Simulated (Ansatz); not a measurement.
# HfN (P6_3/mmc) in Ansatz: further runs

The runs below take HfN through relaxation of cell and atoms, with PBEsol.

Program: Ansatz 0.2.0. These are calculated values, not measurements. Logs are shortened: lines on timing, memory, paths and dates and some standing lists are left out, and cuts for length are marked.

### Step 1. Starting point

Symmetry: P6_3/mmc, No. 194, hexagonal system. Conventional cell: a = 3.134 Å, b = 3.134 Å, c = 5.417 Å, α = 90.00°, β = 90.00°, γ = 120.00°. Around Hf (site symmetry -6m2) lie 6 N at 2.26 Å. N (site symmetry -3m) is surrounded by 6 Hf at 2.26 Å.

The cell comes from a database or a generator and needn't be the stable form of this composition.

### Step 2. Relaxation of cell and atoms, PBEsol

input.yaml

```yaml
crystal:
  lattice:
    - [3.1339080219, 0.0, 0.0]
    - [-1.566954011, 2.7140439601, 0.0]
    - [0.0, 0.0, 5.41676772]
  atoms:
    - { symbol: Hf, position: [0.3333333333, 0.6666666667, 0.25] }
    - { symbol: Hf, position: [0.6666666667, 0.3333333333, 0.75] }
    - { symbol: "N", position: [0.0, 0.0, 0.5] }
    - { symbol: "N", position: [0.0, 0.0, 0.0] }
hamiltonian:
  xc: pbesol
  pseudopotentials: { kind: paw }
kpoints:
  mp_grid: { grid: [10, 10, 5] }
scf:
  occupations: { method: fermi_dirac, width: 0.05 }
output:
  forces: true
  stress: true
  eigenvalues: true
relax:
  f_tol: 0.01
  max_steps: 40
  cell: { stress_tol: 0.05 }
```

Potentials or basis: Ansatz PAW.

Run with:

```bash
$ ansatz run input.yaml --threads 2 --pin off --max-ram 5632MiB --backend cpu --events-out ev --progress --plain --runs-dir out
```

Log:

```text
Warning: RAYON_NUM_THREADS=2 ignored (pool sized by the plan → 2); use --threads N
Engine: ansatz 0.2.0, aarch64-unknown-linux-gnu
Pseudopotentials: kind: paw
Pseudopotential: Hf, paw, valence charge 26, recommended cutoff 420 eV (normal), Hf.paw.azcp
Pseudopotential: N, paw, valence charge 5, recommended cutoff 420 eV (normal), N.paw.azcp
Functional definition: PBEsol
  exchange = pbesol_x
  correlation = pbesol_c
Crystal: 4 atoms, lattice volume = 46.073 Å³
Basis set: ecut = 420 eV, 895 PW (Γ), exchange–correlation on 48×48×80 points (8 copies of the dense FFT grid, shifted against one another)
Bands: 38, of which v1, the nominal top of the filled ones, is band 31 counted from 1 (30 counted from 0)
Symmetry: 24 space group operations
Space group: P63/mmc (ITA 194), of the structure as read, at distance tolerance 3.6e-5 Å
k-points: 42 of 500
Non-local potential: Hf, projectors of the file, l = 0: 3, l = 1: 2, l = 2: 2, l = 3: 3
Non-local potential: N, projectors of the file, l = 0: 2, l = 1: 2, l = 2: 1
PAW form: soft (Blöchl's): semilocal exchange-correlation on the pseudo side does not see the compensation charge
PAW frozen core: Hf, regenerated for the run's functional, and the local potential with it (the file was generated under x = pbe(κ = 0.804, μ = 0.2195149727645171), c = pbe(β = 0.06672455060314922))
PAW frozen core: N, regenerated for the run's functional, and the local potential with it (the file was generated under x = pbe(κ = 0.804, μ = 0.2195149727645171), c = pbe(β = 0.06672455060314922))
PAW one-centre angular grid: Hf, 590 points (default); XC on 64 Gauss nodes
PAW one-centre angular grid: N, 110 points (default); XC on 64 Gauss nodes
Initial density: superposition of atomic densities (neutral atoms: chi_scale 0, normalization atom), corrected by the library's trained network
Initial wavefunctions: pseudopotential atomic-orbital guess
Functional: x = pbesol(κ = 0.804, μ = 0.12345679012345678), c = pbesol(β = 0.046)
SCF iter   1: F=—  HF=-31960.395963 eV  |F-HF|=—  |Δ(HF+E_count)|=         —  Δρ=8.58e-3  dr2=2.78e-2  ethr=1.77e-3  ⟨swp⟩=5.4  Hψ=5110  notcnv=0  defer=15
preconditioner: auto → Kerker (q_TF=auto, 2.867 Å⁻¹)  [metal: Δε(μ)=0.032 eV  Ē_g=18.326 eV  σ=0.050 eV  W_gap=0.16  n_scr=22 (ndim 8)  ℏωp=41.7 eV  f_vac=0.000  D(μ)=1.61/eV (n_scr^D=10)]
SCF iter   2: F=—  HF=-31960.390146 eV  |F-HF|=—  |Δ(HF+E_count)|=   5.82e-3  Δρ=3.27e-3  dr2=3.44e-3  ethr=4.49e-5  ⟨swp⟩=2.0  Hψ=2339  notcnv=0  defer=51
SCF iter   3: F=—  HF=-31960.389738 eV  |F-HF|=—  |Δ(HF+E_count)|=   4.08e-4  Δρ=1.27e-3  dr2=6.67e-4  ethr=5.55e-6  ⟨swp⟩=2.0  Hψ=2196  notcnv=0  defer=51
SCF iter   4: F=—  HF=-31960.389610 eV  |F-HF|=—  |Δ(HF+E_count)|=   1.29e-4  Δρ=2.94e-4  dr2=3.83e-5  ethr=1.08e-6  ⟨swp⟩=2.0  Hψ=2834  notcnv=0  defer=51
SCF iter   5: F=—  HF=-31960.389611 eV  |F-HF|=—  |Δ(HF+E_count)|=   1.70e-6  Δρ=9.36e-5  dr2=3.28e-6  ethr=6.18e-8  ⟨swp⟩=2.0  Hψ=2818  notcnv=0  defer=51
SCF iter   6: F=—  HF=-31960.389604 eV  |F-HF|=—  |Δ(HF+E_count)|=   7.60e-6  Δρ=3.05e-5  dr2=2.48e-7  ethr=5.29e-9  ⟨swp⟩=2.9  Hψ=3054  notcnv=0  defer=51
SCF iter   7: F=—  HF=-31960.389604 eV  |F-HF|=—  |Δ(HF+E_count)|=   2.03e-7  Δρ=1.10e-5  dr2=3.71e-8  ethr=1.61e-10  ⟨swp⟩=9.7  Hψ=7609  notcnv=0
SCF iter   8: F=-31960.389604 eV  HF=-31960.389604 eV  |F-HF|=1.62e-9  |Δ(HF+E_count)|=   1.78e-8  Δρ=2.90e-6  dr2=3.77e-9  ethr=5.99e-11  ⟨swp⟩=5.3  Hψ=6436  notcnv=0
SCF 1 converged in 8 iterations: F = -31960.389604 eV  dr2 = 3.77e-9
relax step   1: F+E_penalty+E_count = -31960.38960385 eV  Δ(F+E_penalty+E_count) = +0.000e0 eV  max|allowed force component| = 1.342e-16 eV/Å  Δτ_max = 0.0000 Å  P = -2.484 GPa  Ω = 46.073 Å³  (8 SCF iters, dr2 threshold 1.00e-7 eV, accepted)
Crystal: 4 atoms, lattice volume = 45.460 Å³
Basis set: ecut = 420 eV, 893 PW (Γ), exchange–correlation on 48×48×80 points (8 copies of the dense FFT grid, shifted against one another)
Initial density: handed on by an earlier stage of this run
Initial wavefunctions: those handed on with the density
iter 1 solved again at ethr=2.57e-6 eV; its pass at ethr=3.10e-3 eV (dr2=1.59e-3 eV) is discarded
SCF iter   1: F=—  HF=-31960.394106 eV  |F-HF|=—  |Δ(HF+E_count)|=         —  Δρ=1.89e-3  dr2=1.52e-3  ethr=2.57e-6  ⟨swp⟩=2.1  Hψ=7454  notcnv=0
preconditioner: auto → Kerker (q_TF=auto, 2.873 Å⁻¹)  [metal: Δε(μ)=0.038 eV  Ē_g=18.371 eV  σ=0.050 eV  W_gap=0.18  n_scr=22 (ndim 8)  ℏωp=41.9 eV  f_vac=0.000  D(μ)=1.54/eV (n_scr^D=10)]
[... 30 lines left out ...]
SCF iter   2: F=—  HF=-31960.394267 eV  |F-HF|=—  |Δ(HF+E_count)|=   1.35e-6  Δρ=1.65e-5  dr2=4.91e-8  ethr=1.28e-9  ⟨swp⟩=2.0  Hψ=2860  notcnv=0
SCF iter   3: F=-31960.394267 eV  HF=-31960.394267 eV  |F-HF|=1.61e-9  |Δ(HF+E_count)|=   2.23e-9  Δρ=8.73e-6  dr2=1.41e-8  ethr=7.68e-11  ⟨swp⟩=5.4  Hψ=6496  notcnv=0
SCF 5 converged in 3 iterations: F = -31960.394267 eV  dr2 = 1.41e-8
relax step   5: F+E_penalty+E_count = -31960.39426688 eV  Δ(F+E_penalty+E_count) = -5.895e-5 eV  max|allowed force component| = 3.238e-17 eV/Å  Δτ_max = 0.0000 Å  P = +0.001 GPa  Ω = 45.661 Å³  energy of the carried Pulay correction = +1.279e-3 eV  (3 SCF iters, dr2 threshold 4.76e-8 eV, accepted)
Initial wavefunctions: pseudopotential atomic-orbital guess (no wavefunctions were taken with the density)
iter 1 solved again at ethr=1.10e-8 eV; its pass at ethr=3.10e-3 eV (dr2=6.81e-6 eV) is discarded
SCF iter   1: F=—  HF=-31960.392892 eV  |F-HF|=—  |Δ(HF+E_count)|=         —  Δρ=5.51e-5  dr2=2.11e-7  ethr=1.10e-8  ⟨swp⟩=4.0  Hψ=10753  notcnv=0
SCF iter   2: F=—  HF=-31960.392888 eV  |F-HF|=—  |Δ(HF+E_count)|=   3.83e-6  Δρ=2.93e-5  dr2=7.00e-8  ethr=3.41e-10  ⟨swp⟩=2.1  Hψ=2818  notcnv=0
SCF iter   3: F=—  HF=-31960.392888 eV  |F-HF|=—  |Δ(HF+E_count)|=   4.22e-8  Δρ=1.51e-5  dr2=1.70e-8  ethr=1.13e-10  ⟨swp⟩=2.5  Hψ=2966  notcnv=0
SCF iter   4: F=—  HF=-31960.392889 eV  |F-HF|=—  |Δ(HF+E_count)|=   1.61e-8  Δρ=1.50e-6  dr2=3.82e-10  ethr=2.75e-11  ⟨swp⟩=2.0  Hψ=2543  notcnv=0
SCF iter   5: F=—  HF=-31960.392889 eV  |F-HF|=—  |Δ(HF+E_count)|=  4.37e-11  Δρ=5.38e-7  dr2=1.24e-10  ethr=1.00e-12  ⟨swp⟩=2.0  Hψ=2676  notcnv=0
SCF iter   6: F=-31960.392889 eV  HF=-31960.392889 eV  |F-HF|=3.64e-12  |Δ(HF+E_count)|=  1.46e-11  Δρ=1.16e-7  dr2=6.45e-12  ethr=1.00e-12  ⟨swp⟩=4.3  Hψ=6968  notcnv=0
SCF 6 converged in 6 iterations: F = -31960.392889 eV  dr2 = 6.45e-12
relax step   6: F+E_penalty+E_count = -31960.39288851 eV  Δ(F+E_penalty+E_count) = +1.378e-3 eV  max|allowed force component| = 7.401e-17 eV/Å  Δτ_max = 0.0000 Å  P = -0.031 GPa  Ω = 45.661 Å³  stress off target by 3.35e-2 GPa  SCF on the basis re-selected at this cell (its energy is not comparable with the rows above)  (6 SCF iters)
basis re-selected at this cell: Δ(F+E_penalty+E_count) = +1.378e-3 eV, ΔP = -0.031 GPa vs the last step (what re-selecting the basis moved, of the pressure what is left beyond the Pulay correction that the steps carried, after the strain that the cell walked since its last selection, with what the two solves' SCF thresholds leave and, on support functions, any second-order correction that the steps lacked; it is no measure of the basis error at this ecutwfc). This SCF's stress stands 3.35e-2 GPa from its target on what of the cell is left free (relax.cell.stress_tol is 5.00e-2 GPa) and its largest allowed force component is 7.40e-17 eV/Å (relax.f_tol is 1.00e-2 eV/Å): within both
SCF converged after 6 iterations
Free energy (F): -31960.392889 eV
Harris-Foulkes:  -31960.392889 eV  (|F-HF|=3.64e-12)
Internal energy: -31960.380693 eV  (E = F + TS)
E sigma→0 (E₀):  -31960.386791 eV
Entropy (-TS):   -0.012195 eV (-3.049 meV/atom)
Fermi energy:    23.562271 eV
--- Per-component energies (eV) ---
  E_band       = 370.015731
  E_kinetic    = 1114.558256
  E_local      = -9399.923293  (includes V_loc(G=0)·N_el)
  E_nonlocal   = -2385.108810
  E_hartree    = 4464.033293
  E_xc         = -718.050370
  E_vxc        = -689.049867  (∫ρ·V_xc dr)
  E_paw        = -13859.491584  (= ΣΔE_a)
  E_vpaw       = 2801.472846  (= ΣTr[D̂ρ^β])
  E_aug_tail   = 0.000187  (compensation charges beyond the density's cutoff)
  E_ewald      = -11178.956755
  E_core_change = 2.558381  (= ΣΔE_core)
  E_smearing   = -0.012195  (= −TS)
  E_closure    = -0.000000  (closes the sum)
  Σ components = -31960.392889   (vs F -31960.392889, Δ=0.00e0)
--- Forces (eV/Å), atoms counted from 1 ---
  atom   1  Hf    -0.00000000     0.00000000     0.00000000
  atom   2  Hf     0.00000000    -0.00000000     0.00000000
  atom   3  N      0.00000000    -0.00000000     0.00000000
  atom   4  N      0.00000000    -0.00000000     0.00000000
  max |Σ_I F_I| component: 9.25e-18 eV/Å
--- Stress (GPa, compression-positive) ---
       -0.029260      -0.000000       0.000000
       -0.000000      -0.029260       0.000000
        0.000000       0.000000      -0.033547
  P = ⅓ Tr σ = -0.0307 GPa (-0.307 kbar)
--- Band table (eV; the first three rows and the last of 42) ---
  k-point 0: bands = ["-38.7500", "-38.6988", "-8.1553", "-7.2480", "-7.1524", "-7.1524", "-7.0889", "-7.0889", "6.3264", "9.2828", "11.3051", "11.3083", "11.3187", "11.3187", "11.3692", "11.3822", "11.3822", "11.3836", "11.3836", "11.4040", "11.4040", "11.4557", "11.4577", "11.4966", "14.8259", "18.7117", "18.7117", "19.9496", "19.9496", "21.8359", "22.8541", "24.1885", "24.1885", "24.6324", "25.3093", "25.3093", "25.5855", "29.1845"]
  k-point 1: bands = ["-38.7451", "-38.7037", "-8.0756", "-7.3426", "-7.1463", "-7.1463", "-7.0949", "-7.0949", "6.5583", "8.9036", "11.3134", "11.3166", "11.3196", "11.3196", "11.3652", "11.3652", "11.3704", "11.3914", "11.3914", "11.4138", "11.4138", "11.4553", "11.4559", "11.4575", "15.3809", "18.7582", "18.7582", "19.7152", "19.7152", "20.3662", "23.8821", "24.6874", "24.6874", "25.1337", "25.6356", "25.6724", "25.6724", "28.7136"]
  k-point 2: bands = ["-38.7324", "-38.7165", "-7.8608", "-7.5814", "-7.1304", "-7.1304", "-7.1108", "-7.1108", "7.1926", "8.0642", "11.3263", "11.3263", "11.3265", "11.3313", "11.3422", "11.3422", "11.3752", "11.3992", "11.4069", "11.4069", "11.4170", "11.4170", "11.4564", "11.4570", "16.7226", "18.4596", "18.9329", "18.9329", "19.2771", "19.2771", "24.9274", "25.5989", "25.8391", "25.8391", "26.0618", "26.5129", "26.5129", "27.2496"]
  k-point 41: bands = ["-38.6661", "-38.6641", "-7.8804", "-7.8497", "-7.7119", "-7.6601", "-7.3587", "-7.3339", "8.3489", "8.4741", "11.3564", "11.3567", "11.3670", "11.3681", "11.3717", "11.3809", "11.3818", "11.3896", "11.3934", "11.3991", "11.4190", "11.4225", "11.4563", "11.4920", "16.2578", "16.4231", "18.0815", "18.8508", "18.9756", "19.1357", "23.5725", "24.1204", "26.6032", "27.0106", "29.1233", "29.4261", "29.4797", "29.5527"]
--- Relaxed structure (5 steps of the walk, 5 accepted, 1 SCFs on fresh bases) ---
  F+E_penalty+E_count = -31960.39288851 eV   max|allowed force component| = 7.401e-17 eV/Å   (the final SCF, on the basis selected at the relaxed cell)
  cell:  # Å, volume = 45.6608 Å³
    - [3.12667641225203, 2.8800845167952067e-11, 0.0]
    - [-1.5633382061509578, 2.707781202409444, 0.0]
    - [0.0, 0.0, 5.393209826906363]
  atoms:
    - { symbol: Hf, position: [0.3333333333333333, 0.6666666666666667, 0.24999999999999994] }
    - { symbol: Hf, position: [0.6666666666666667, 0.33333333333333326, 0.7499999999999999] }
    - { symbol: N, position: [4.936931535314348e-35, 1.847959221418698e-35, 0.4999999999999999] }
    - { symbol: N, position: [9.347002695484012e-35, 6.283061352902701e-35, 0.0] }
```

Wall time 13 s (2 threads of Arm Neoverse V1, shared host); peak memory 0.38 GiB.

Results:

| Property | Result |
| --- | --- |
| Free energy | -31960.3929 eV |
| Relaxed volume | 11.42 Å³/atom |
| Relaxed cell | a = 3.127 Å, b = 3.127 Å, c = 5.393 Å, α = 90.00°, β = 90.00°, γ = 120.00° |
| Space group after relaxing (to 0.05 Å) | P6_3/mmc (No. 194) |
| Energy gained by relaxing | 0.8 meV/atom |
| Ionic steps | 6 |
| Pressure after relaxing | 0.0 GPa |
| Band gap on the k mesh | none (metal or under the smearing width) |

Step by step:
```csv
step,energy change (eV),largest force (eV/Å),volume (Å³)
1,0.0000,0.0000,46.07
2,-0.0041,0.0000,45.46
3,-0.0046,0.0000,45.64
4,-0.0046,0.0000,45.68
5,-0.0047,0.0000,45.66
6,-0.0033,0.0000,45.66
```

Final structure:
```cif
data_structure
_symmetry_space_group_name_H-M 'P 1'
_symmetry_Int_Tables_number 1
_cell_length_a 3.1267
_cell_length_b 3.1267
_cell_length_c 5.3932
_cell_angle_alpha 90.000
_cell_angle_beta 90.000
_cell_angle_gamma 120.000
_cell_volume 45.66
loop_
_atom_site_label
_atom_site_type_symbol
_atom_site_fract_x
_atom_site_fract_y
_atom_site_fract_z
_atom_site_occupancy
Hf1 Hf 0.33333 0.66667 0.25000 1
Hf2 Hf 0.66667 0.33333 0.75000 1
N1 N 0.00000 0.00000 0.50000 1
N2 N 0.00000 0.00000 0.00000 1
```

Levels at points of the mesh, in eV from the Fermi level:
```tsv
k point	band 29	band 30	band 31	band 32	band 33	band 34
(0.00, 0.00, 0.00)	-3.61	-1.73	-0.71	0.63	0.63	1.07
(0.00, -0.50, 0.00)	-3.30	-2.92	-2.45	2.42	2.72	4.38
```

Caveat: the plane-wave basis is chosen anew once the cell has moved, so the energies of steps on either side of that aren't comparable; the pressure holds a Pulay correction of +0.5 GPa for the finite cutoff; the PAW data sets come from PBE, with cores solved anew for the run's functional, which leaves a small shift of forces and pressure. The run has no spin-orbit coupling, so splittings on Hf are missing.

### Step 3. Relaxation of cell and atoms, PBEsol, target pressure 2 GPa, at which the enthalpy is minimised

input.yaml: that of step 2 with these lines changed.

```diff
@@ -24,2 +24,2 @@
   max_steps: 40
-  cell: { stress_tol: 0.05 }
+  cell: { stress_tol: 0.05, p_target: 2.0 }
```

Potentials or basis: Ansatz PAW.

Run with:

```bash
$ ansatz run input.yaml --threads 2 --pin off --max-ram 5632MiB --backend cpu --events-out ev --progress --plain --runs-dir out
```

It took 18 s on 2 threads of Arm Neoverse V1, shared host; peak memory 0.38 GiB.

Results (log left out):

* Free energy: -31960.3909 eV
* Relaxed volume: 11.33 Å³/atom
* Relaxed cell: a = 3.119 Å, b = 3.119 Å, c = 5.380 Å, α = 90.00°, β = 90.00°, γ = 120.00°
* Space group after relaxing (to 0.05 Å): P6_3/mmc (No. 194)
* Energy change on relaxing (the enthalpy is what falls): -0.3 meV/atom
* Ionic steps: 8
* Pressure after relaxing: 2.0 GPa
* Band gap on the k mesh: none (metal or under the smearing width)

Step by step:
```tsv
step	energy change (eV)	largest force (eV/Å)	volume (Å³)
1	0.0000	0.0000	46.07
2	0.0031	0.0000	44.95
3	-0.0038	0.0000	45.35
4	-0.0037	0.0000	45.34
5	-0.0037	0.0000	45.34
6	-0.0014	0.0000	45.34
7	-0.0013	0.0000	45.33
8	-0.0013	0.0000	45.33
```

Final structure:
```yaml
crystal:
  lattice:
    - [3.11918, 0.00000, 0.00000]
    - [-1.55959, 2.70129, 0.00000]
    - [0.00000, 0.00000, 5.38037]
  atoms:
    - { symbol: Hf, position: [0.33333, 0.66667, 0.25000] }
    - { symbol: Hf, position: [0.66667, 0.33333, 0.75000] }
    - { symbol: N, position: [0.00000, 0.00000, 0.50000] }
    - { symbol: N, position: [0.00000, 0.00000, 0.00000] }
```

Levels at points of the mesh, in eV from the Fermi level:
```
            k point  band 28  band 29  band 30  band 31  band 32  band 33  band 34  band 35
 (0.00, 0.00, 0.00)    -3.63    -3.63    -1.73    -0.72     0.63     0.63     1.12     1.76
(0.00, -0.50, 0.00)    -5.65    -3.30    -2.94    -2.45     2.44     2.75     4.42     4.67
```

Caveat: the plane-wave basis is chosen anew once the cell has moved, so the energies of steps on either side of that aren't comparable; the pressure holds a Pulay correction of +0.5 GPa for the finite cutoff; the PAW data sets come from PBE, with cores solved anew for the run's functional, which leaves a small shift of forces and pressure.

### Step 4. Relaxation of cell and atoms, PBEsol, target pressure 5 GPa, at which the enthalpy is minimised

input.yaml: that of step 3 with these lines changed.

```diff
@@ -24,2 +24,2 @@
   max_steps: 40
-  cell: { stress_tol: 0.05, p_target: 2.0 }
+  cell: { stress_tol: 0.05, p_target: 5.0 }
```

Run with:

```bash
$ ansatz run input.yaml --threads 2 --pin off --max-ram 5632MiB --backend cpu --events-out ev --progress --plain --runs-dir out
```

It took 19 s on 2 threads of Arm Neoverse V1, shared host; peak memory 0.38 GiB.

It converged, with:

| Item | Value |
| --- | --- |
| Free energy | -31960.3810 eV |
| Relaxed volume | 11.22 Å³/atom |
| Relaxed cell | a = 3.108 Å, b = 3.108 Å, c = 5.362 Å, α = 90.00°, β = 90.00°, γ = 120.00° |
| Space group after relaxing (to 0.05 Å) | P6_3/mmc (No. 194) |
| Energy change on relaxing (the enthalpy is what falls) | +2.1 meV/atom |
| Ionic steps | 7 |
| Pressure after relaxing | 5.0 GPa |
| Band gap on the k mesh | none (metal or under the smearing width) |

The path:
| step | energy change (eV) | largest force (eV/Å) | volume (Å³) |
| --- | --- | --- | --- |
| 1 | 0.0000 | 0.0000 | 46.07 |
| 2 | 0.0345 | 0.0000 | 44.20 |
| 3 | 0.0045 | 0.0000 | 44.91 |
| 4 | 0.0048 | 0.0000 | 44.89 |
| 5 | 0.0082 | 0.0000 | 44.89 |
| 6 | 0.0086 | 0.0000 | 44.87 |
| 7 | 0.0086 | 0.0000 | 44.87 |

Final structure:
```xyz
4
Lattice="3.1085 0.0000 0.0000 -1.5542 2.6920 0.0000 0.0000 0.0000 5.3623" Properties=species:S:1:pos:R:3 pbc="T T T"
Hf    0.0000    1.7947    1.3406
Hf    1.5542    0.8973    4.0217
N     0.0000    0.0000    2.6811
N     0.0000    0.0000    0.0000
```

Levels at points of the mesh, in eV from the Fermi level:
```
            k point  band 28  band 29  band 30  band 31  band 32  band 33  band 34  band 35
 (0.00, 0.00, 0.00)    -3.66    -3.66    -1.73    -0.74     0.63     0.63     1.18     1.77
(0.00, -0.50, 0.00)    -5.70    -3.31    -2.97    -2.46     2.48     2.79     4.47     4.72
```

Caveat: the plane-wave basis is chosen anew once the cell has moved, so the energies of steps on either side of that aren't comparable; the pressure holds a Pulay correction of +0.5 GPa for the finite cutoff; the PAW data sets come from PBE, with cores solved anew for the run's functional, which leaves a small shift of forces and pressure.

### Step 5. The runs side by side

```csv
cell,target pressure (GPa),gap on the mesh (eV),pressure (GPa)
relaxed,0,none,0.0
relaxed to 2 GPa,2,none,2.0
relaxed to 5 GPa,5,none,5.0
```

Alike in all rows: task relaxation of cell and atoms; level PBEsol; potentials or basis Ansatz PAW; no spin polarisation; k mesh 10 × 10 × 5; cutoff (eV) 420; smearing fermi-dirac 0.05 eV.

Caveats: the plane-wave basis is chosen anew once the cell has moved, so the energies of steps on either side of that aren't comparable; the PAW data sets come from PBE, with cores solved anew for the run's functional, which leaves a small shift of forces and pressure.

Absolute energies hang on the potentials; compare differences alone.
